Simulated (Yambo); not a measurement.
A run of Yambo 5.3.0 is set up as follows.

Contents of optics1.in:

```
optics
chi
Chimod= "HARTREE"
% BndsRnXd
 1 | 80 |
%
NGsBlkXd= 3 Ry
% LongDrXd
 1 | 0 | 0 |
%
% QpntsRXd
 1 | 1 |
%
% EnRngeXd
 0 | 20 | eV
%
% DmRngeXd
 0.1 | 0.1 | eV
%
ETStpsXd= 200
```

File scf.in:

```
&CONTROL
  calculation = 'scf'
  prefix = 'pwscf'
  outdir = './tmp'
  pseudo_dir = './pseudo'
/
&SYSTEM
  ibrav = 0
  nat = 2
  ntyp = 2
  ecutwfc = 86
  nbnd = 44
  occupations = 'smearing'
  smearing = 'fd'
  degauss = 0.00367493
  noncolin = .true.
  lspinorb = .true.
  force_symmorphic = .true.
/
&ELECTRONS
  conv_thr = 4d-10
  electron_maxstep = 120
  mixing_beta = 0.5
/
ATOMIC_SPECIES
Sn   118.7100 Sn.upf
Se    78.9710 Se.upf
CELL_PARAMETERS angstrom
   0.0000000000    3.0100000000    3.0100000000
   3.0100000000    0.0000000000    3.0100000000
   3.0100000000    3.0100000000    0.0000000000
ATOMIC_POSITIONS crystal
Sn     0.0000000000    0.0000000000    0.0000000000
Se     0.5000000000    0.5000000000    0.5000000000
K_POINTS automatic
8 8 8 0 0 0
```

File nscf.in:

```
&CONTROL
  calculation = 'nscf'
  prefix = 'pwscf'
  outdir = './tmp'
  pseudo_dir = './pseudo'
/
&SYSTEM
  ibrav = 0
  nat = 2
  ntyp = 2
  ecutwfc = 86
  nbnd = 150
  occupations = 'fixed'
  noncolin = .true.
  lspinorb = .true.
  force_symmorphic = .true.
/
&ELECTRONS
  conv_thr = 1d-08
  diago_full_acc = .true.
  diago_thr_init = 1d-06
/
ATOMIC_SPECIES
Sn   118.7100 Sn.upf
Se    78.9710 Se.upf
CELL_PARAMETERS angstrom
   0.0000000000    3.0100000000    3.0100000000
   3.0100000000    0.0000000000    3.0100000000
   3.0100000000    3.0100000000    0.0000000000
ATOMIC_POSITIONS crystal
Sn     0.0000000000    0.0000000000    0.0000000000
Se     0.5000000000    0.5000000000    0.5000000000
K_POINTS automatic
4 4 4 0 0 0
```

Potentials or basis: PseudoDojo 0.4 FR PBEsol standard.

Launch:

```bash
$ OMP_NUM_THREADS=1 pw.x -in scf.in > scf.out
$ OMP_NUM_THREADS=1 pw.x -in nscf.in > nscf.out
$ cd tmp/pwscf.save; p2y; mv SAVE ../..; cd ../..
$ OMP_NUM_THREADS=1 yambo
$ OMP_NUM_THREADS=1 yambo -F optics1.in -J optics1 -C optics1_out
```

Task: Predict the electronic dielectric constant along the field.

Result: 24.30.

Task: Predict the electronic dielectric constant along the field, independent particles.

Result: 25.94.

Task: What does it give for the band gap on the k mesh, mean-field level?

Result: 0.70 eV, direct.

Dielectric function (along the field direction of the input):
| energy (eV) | real part | imaginary part |
| --- | --- | --- |
| 0.30 | 26.42 | 2.92 |
| 0.90 | 3.28 | 8.87 |
| 1.61 | 24.04 | 6.99 |
| 2.31 | 6.73 | 50.95 |
| 3.02 | -1.24 | 10.35 |
| 3.62 | -3.02 | 8.79 |
| 4.32 | -4.06 | 4.79 |
| 5.03 | -3.79 | 2.43 |
| 5.73 | -3.38 | 3.29 |
| 6.33 | 0.65 | 3.00 |
| 7.04 | -0.25 | 4.24 |
| 7.74 | -1.27 | 1.90 |
| 8.44 | -2.37 | 4.01 |
| 9.05 | 0.19 | 1.24 |
| 9.75 | -0.93 | 2.01 |
| 10.45 | -0.88 | 0.32 |
| 11.16 | -0.05 | 0.37 |
| 11.76 | 0.64 | 1.08 |
| 12.46 | -0.89 | 1.13 |
| 13.17 | -0.01 | 0.25 |
| 13.87 | 0.09 | 0.78 |
| 14.47 | 0.23 | 0.29 |
| 15.18 | 0.12 | 0.19 |
| 15.88 | 0.36 | 0.19 |
| 16.58 | 0.53 | 0.28 |
| 17.19 | 0.57 | 0.15 |
| 17.89 | 0.55 | 0.29 |
| 18.59 | 0.72 | 0.24 |
| 19.30 | 0.67 | 0.68 |
| 20.00 | 0.50 | 0.45 |

Caveat: the k mesh is coarse (spacing up to 0.45 Å⁻¹), so the values aren't converged; the optical matrix elements of this version leave out the spin-flip part of the nonlocal potential, a small error; spectra need much finer meshes, so this one isn't converged; these spectra lack excitons. A k mesh can miss the band edges.
